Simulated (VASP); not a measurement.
# Se (P3_121) in VASP: a series of runs, part 2 of 2

VASP 6.6.1. The steps go on from the part before.

## 3. Single point, HSE06

File POSCAR:

```
Se
1.0
    4.3662000000      0.0000000000      0.0000000000
   -2.1831000000      3.7812401180      0.0000000000
    0.0000000000      0.0000000000      4.9536000000
Se
3
Direct
    0.7746000000      0.7746000000      0.0000000000
    0.0000000000      0.2254000000      0.6666666667
    0.2254000000      0.0000000000      0.3333333333
```

File INCAR.step1:

```
SYSTEM = Se
ALGO     = Normal         ! electronic algorithm
EDIFF    = 1E-5           ! SCF threshold, eV
ENCUT    = 520            ! plane-wave cutoff, eV
GGA      = PE             ! functional
ISIF     = 2              ! what is computed and relaxed
ISMEAR   = 0              ! smearing method
LASPH    = .TRUE.         ! aspherical terms in the spheres
LREAL    = .FALSE.        ! projectors in reciprocal space
LWAVE    = .TRUE.         ! write WAVECAR
NBANDS   = 17             ! bands
NELM     = 100            ! most SCF steps
NKRED    = 1            
PREC     = Accurate       ! precision mode
SIGMA    = 0.01           ! smearing width, eV
```

File INCAR.step2:

```
SYSTEM = Se
ALGO     = Normal         ! electronic algorithm
EDIFF    = 1E-6           ! SCF threshold, eV
ENCUT    = 520            ! plane-wave cutoff, eV
GGA      = PE             ! functional
HFSCREEN = 0.2            ! screening, 1/A
ISIF     = 2              ! what is computed and relaxed
ISMEAR   = 0              ! smearing method
ISTART   = 1            
LASPH    = .TRUE.         ! aspherical terms in the spheres
LCHARG   = .FALSE.        ! write CHGCAR
LHFCALC  = .TRUE.         ! exact exchange
LREAL    = .FALSE.        ! projectors in reciprocal space
LWAVE    = .FALSE.        ! write WAVECAR
NBANDS   = 17             ! bands
NELM     = 100            ! most SCF steps
NKRED    = 1            
PREC     = Accurate       ! precision mode
PRECFOCK = Fast         
SIGMA    = 0.01           ! smearing width, eV
```

File KPOINTS:

```
k-points
0
G
  5 5 4
  0 0 0
```

Potentials or basis: VASP PAW PBE potentials, release 64 (Se).

On the command line:

```
cat potpaw_PBE.64/Se/POTCAR > POTCAR
cp INCAR.step1 INCAR
mpirun -np 1 vasp_std > vasp.out
cp INCAR.step2 INCAR
mpirun -np 1 vasp_std > vasp.out
```

OUTCAR:

```text
SYSTEM = Se
   EDIFF = 1E-6
   ENCUT = 520
   GGA = PE
   HFSCREEN = 0.2
   ISIF = 2
   ISMEAR = 0
   ISTART = 1
   LASPH = .TRUE.
   LHFCALC = .TRUE.
   LREAL = .FALSE.
   NELM = 100
   NKRED = 1
   PREC = Accurate
   PRECFOCK = Fast

 Found     17 irreducible k-points:

 Following reciprocal coordinates:
            Coordinates               Weight
  0.000000  0.000000  0.000000      1.000000
  0.200000 -0.000000  0.000000      6.000000
  0.400000 -0.000000  0.000000      6.000000
  0.200000  0.200000  0.000000      6.000000
  0.400000  0.200000  0.000000      6.000000
  0.000000  0.000000  0.250000      2.000000
   k-points           NKPTS =     17   k-points in BZ     NKDIM =    100   number of bands    NBANDS=     17
   number of dos      NEDOS =    301   number of ions     NIONS =      3
   total plane-waves  NPLWV =  40960
   dimension x,y,z NGX =    32 NGY =   32 NGZ =   40
   dimension x,y,z NGXF=    64 NGYF=   64 NGZF=   80
   ions per type =               3
   NGX,Y,Z   is equivalent  to a cutoff of  12.18, 12.18, 13.42 a.u.
   NGXF,Y,Z  is equivalent  to a cutoff of  24.37, 24.37, 26.85 a.u.
 SYSTEM =  Se
   PREC   = accura    normal or accurate (medium, high low for compatibility)
   ISTART =      1    job   : 0-new  1-cont  2-samecut
   ICHARG =      0    charge: 1-file 2-atom 10-const
   ISPIN  =      1    spin polarized calculation?
   LNONCOLLINEAR =      F non collinear calculations
   LSORBIT =      F    spin-orbit coupling
   LASPH  =      T    aspherical Exc in radial PAW
   ENCUT  =  520.0 eV  38.22 Ry    6.18 a.u.   8.12  8.12  9.21*2*pi/ulx,y,z
   NELM   =    100;   NELMIN=  2; NELMDL=  0     # of ELM steps
   EDIFF  = 0.1E-05   stopping-criterion for ELM
   LREAL  =      F    real-space projection
   EDIFFG = 0.1E-04   stopping-criterion for IOM
   NSW    =      0    number of steps for IOM
   IBRION =     -1    ionic relax: 0-MD 1-quasi-New 2-CG
   NFREE  =      0    steps in history (QN), initial steepest desc. (CG)
   ISIF   =      2    stress and relaxation
   ISYM   =      3    0-nonsym 1-usesym 2-fastsym
   POTIM  = 0.5000    time-step for ionic-motion
   TEBEG  =    0.0;   TEEND  =   0.0 temperature during run
[... 18 lines left out ...]
   ENCUT4O =  -1.0   cutoff for four orbital integrals eV
   NKREDX  =     1    reduce k-point grid by
   NKREDY  =     1    reduce k-point grid by
   NKREDZ  =     1    reduce k-point grid by
   AEXX    =    0.2500 exact exchange contribution
   HFSCREEN=    0.2000 screening length (either q_TF or 0.3 A-1)
   HFSCREENC=   0.2000 screening length for correlation (either q_TF or 0.3 A-1)
   ENCUTFOCK=  -1.0 apply spherical cutoff to Coloumb kernel
   IVDW    =     0    specifies the selected vdW correction
   LEPSILON=     F    determine dielectric tensor
   LRPA    =     F    only Hartree local field effects (RPA)
 non-spin polarized calculation
 Gauss-broadening in eV      SIGMA  =   0.01
  energy-cutoff  :      520.00
  volume of cell :       81.78
 maximum number of plane-waves:      2216
  NGX = 18; NGY = 18; NGZ = 20

 number of electron      18.0000001 magnetization

 Free energy of the ion-electron system (eV)
  ---------------------------------------------------
  ext. energy  EPLUGINS =         0.00000000
  ---------------------------------------------------
  free energy    TOTEN  =       -13.28853346 eV

  energy without entropy =      -13.28853346  energy(sigma->0) =      -13.28853346

 E-fermi :   2.1840     XC(G=0):  -7.3659

 val. band max:        2.1253791097   @ k =   0.4000   0.2000   0.5000
 cond. band min:       4.1468937973   @ k =   0.0000   0.0000   0.5000
 fundamental gap:      2.0215146875
 Fermi energy:         2.1839849035

 k-point     1 :       0.0000    0.0000    0.0000
  band No.  band energies     occupation
      1     -15.1879      2.00000
      2     -10.6074      2.00000
      3     -10.6074      2.00000
      4      -1.9093      2.00000
      5      -1.9093      2.00000
      6      -1.8840      2.00000
[... 97 lines left out ...]
      4      -2.5913      2.00000
      5      -1.7200      2.00000
      6      -1.5762      2.00000
[... 9 lines left out ...]
     16      10.6288      0.00000
     17      11.6491      0.00000

 [... further k-points ...]

------------------------ aborting loop because EDIFF is reached ----------------------------------------

  FORCE on cell =-STRESS in cart. coord.  units (eV):
  Direction    XX          YY          ZZ          XY          YZ          ZX
  --------------------------------------------------------------------------------------
  -------------------------------------------------------------------------------------
  Total        0.3750475      0.3750475      0.0899976     -0.0000000      0.0000000      0.0000000
  in kB        7.3474745      7.3474745      1.7631241     -0.0000000      0.0000000      0.0000000
  external PRESSURE =       5.4860244 kB  Pullay stress =       0.0000000 kB

 VOLUME and BASIS-vectors are now :
 -----------------------------------------------------------------------------
  energy-cutoff  :      520.00
  volume of cell :       81.78
      direct lattice vectors                 reciprocal lattice vectors
     4.366200000  0.000000000  0.000000000     0.229032110  0.132231751  0.000000000
    -2.183100000  3.781240118  0.000000000     0.000000000  0.264463501  0.000000000
     0.000000000  0.000000000  4.953600000     0.000000000  0.000000000  0.201873385

 POSITION                                       TOTAL-FORCE (eV/Angst)
 -----------------------------------------------------------------------------------
      1.69103      2.92895      0.00000         0.094682      0.163994      0.000000
     -0.49207      0.85229      3.30240         0.094682     -0.163994      0.000000
      0.98414      0.00000      1.65120        -0.189364      0.000000      0.000000
 -----------------------------------------------------------------------------------
    total drift:                                0.000001      0.000002      0.000002

  FREE ENERGIE OF THE ION-ELECTRON SYSTEM (eV)
  ---------------------------------------------------
  free  energy   TOTEN  =       -13.2885334564 eV

  energy  without entropy=      -13.2885334564  energy(sigma->0) =      -13.28853346
```

OUTCAR.step1:

```text
SYSTEM = Se
   EDIFF = 1E-5
   ENCUT = 520
   GGA = PE
   ISIF = 2
   ISMEAR = 0
[... 233 lines left out ...]
      1.69103      2.92895      0.00000        -0.217606     -0.376905     -0.000000
     -0.49207      0.85229      3.30240        -0.217606      0.376905      0.000000
      0.98414      0.00000      1.65120         0.435212      0.000000     -0.000000
 -----------------------------------------------------------------------------------
    total drift:                                0.000000      0.000000      0.000000

  FREE ENERGIE OF THE ION-ELECTRON SYSTEM (eV)
  ---------------------------------------------------
  free  energy   TOTEN  =       -10.4682655579 eV

  energy  without entropy=      -10.4682655579  energy(sigma->0) =      -10.46826556
```

OSZICAR.step1:

```text
N       E                     dE             d eps       ncg     rms          rms(c)
DAV:   1     0.835797071751E+02    0.83580E+02   -0.70590E+03   578   0.875E+02
DAV:   2    -0.500896431139E+01   -0.88589E+02   -0.83024E+02   757   0.147E+02
DAV:   3    -0.105062640990E+02   -0.54973E+01   -0.54697E+01   657   0.416E+01
DAV:   4    -0.105469689331E+02   -0.40705E-01   -0.40688E-01   810   0.422E+00
DAV:   5    -0.105472202810E+02   -0.25135E-03   -0.25134E-03   693   0.335E-01    0.703E+00
DAV:   6    -0.104887654180E+02    0.58455E-01   -0.33408E-02   690   0.110E+00    0.435E+00
DAV:   7    -0.104687524272E+02    0.20013E-01   -0.70681E-02   655   0.156E+00    0.200E-01
DAV:   8    -0.104681096870E+02    0.64274E-03   -0.83499E-03   610   0.536E-01    0.100E-01
DAV:   9    -0.104682164254E+02   -0.10674E-03   -0.28090E-04   808   0.102E-01    0.344E-02
DAV:  10    -0.104682624389E+02   -0.46013E-04   -0.49950E-05   636   0.454E-02    0.660E-03
DAV:  11    -0.104682655579E+02   -0.31190E-05   -0.68725E-06   592   0.158E-02
   1 F= -.10468266E+02 E0= -.10468266E+02  d E =-.142766E-32
```

Run time: 6.3 min. Hardware: 1 thread of Intel Xeon 6975P-C (Granite Rapids), shared host; peak memory 0.31 GiB.

These settings aren't checked as converged: the numbers below hold their error.

Results:

- Free energy: -13.2885 eV
- Pressure: 0.5 GPa
- Largest force: 0.189 eV/Å
- Band gap on the k mesh: 2.02 eV, indirect (least direct gap 2.12 eV)

Caveat: the PAW data sets were made with another functional, which shifts forces and pressure a little; an odd mesh through Γ misses points on the zone boundary, where band edges often lie.

## 4. Single point, HSE06

POSCAR is that of step 3.

File INCAR.step1:

```
SYSTEM = Se
PREC = Accurate
ENCUT = 280
EDIFF = 1E-5
ISMEAR = 0
SIGMA = 0.01
LREAL = .FALSE.
LASPH = .TRUE.
NELM = 100
ALGO = Normal
ISIF = 2
LWAVE = .TRUE.
LCHARG = .FALSE.
NKRED = 1
NBANDS = 17
GGA = PE
```

File INCAR.step2:

```
SYSTEM = Se
PREC = Accurate
ENCUT = 280
EDIFF = 1E-6
ISMEAR = 0
SIGMA = 0.01
LREAL = .FALSE.
LASPH = .TRUE.
NELM = 100
ALGO = Normal
ISIF = 2
LWAVE = .FALSE.
LCHARG = .FALSE.
GGA = PE
LHFCALC = .TRUE.
HFSCREEN = 0.2
PRECFOCK = Fast
NKRED = 1
NBANDS = 17
ISTART = 1
```

File KPOINTS:

```
Automatic mesh
0
G
  3 3 3
  0 0 0
```

On the command line:

```
cat potpaw_PBE.64/Se/POTCAR > POTCAR
cp INCAR.step1 INCAR
mpirun -np 1 vasp_std > vasp.out
cp INCAR.step2 INCAR
mpirun -np 1 vasp_std > vasp.out
```

Run time: 48 s. Hardware: 1 thread of Intel Xeon Platinum 8559C (Emerald Rapids), shared host; peak memory 0.23 GiB.

These settings aren't checked as converged: the numbers below hold their error.

What came out:

- Free energy: -13.2788 eV
- Pressure: 0.6 GPa
- Largest force: 0.214 eV/Å
- Band gap on the k mesh: 2.35 eV, indirect (least direct gap 2.51 eV)

Caveat: the k mesh is coarse (spacing up to 0.55 Å⁻¹), so the values aren't converged, least of all with exact exchange; the PAW data sets were made with another functional, which shifts forces and pressure a little; an odd mesh through Γ misses points on the zone boundary, where band edges often lie.

## 5. The reference run

An earlier run on the cell as given: functional PBEsol; potentials or basis VASP PAW PBE potentials, release 64 (Se); cutoff 520 eV; k mesh 7 × 7 × 6; occupations fermi-dirac, width 0.05 eV; no spin polarisation.

- Pressure: 0.4 GPa
- Largest force: 0.333 eV/Å
- Band gap on the k mesh: 1.14 eV, indirect (least direct gap 1.43 eV)
